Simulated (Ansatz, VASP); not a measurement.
**One calculation of Ni, two programs**

```
CELL_PARAMETERS angstrom
0.00000 1.73305 1.73305
1.73305 0.00000 1.73305
1.73305 1.73305 0.00000
ATOMIC_POSITIONS crystal
Ni 0.00000 0.00000 0.00000
```

Alike in both runs: functional PBEsol; k mesh 10 × 10 × 10; occupations gaussian, width 0.1 eV; collinear spin.

Ansatz relaxed the structure, and its values are those at the end. VASP's run is a single point on that final structure, the one shown.

```csv
,VASP,Ansatz
version,VASP 6.6.1,Ansatz 0.2.0
potentials or method,"VASP PAW PBE potentials, release 64 (Ni)","scalar-relativistic, plane waves, PAW"
plane-wave cutoff (eV),520,420
valence electrons in the cell,10,18
```

```tsv
	VASP	Ansatz	Ansatz less VASP
gap on the k mesh at the Fermi level (eV)	none	none	-
pressure (GPa)	-0.2	0.0	+0.22
net moment per atom (μB)	0.71	0.72	+0.017
size of the moment on the site where the two differ most (μB)	0.71	0.76	+0.045
```

Site moments also hang on the region over which each program counts them. A gap of «none» marks a metal or a gap that the smearing closes. The two sets of potentials don't hold the same shells in valence.

Caveats: the PAW data sets were made with another functional, which shifts forces and pressure a little (VASP).
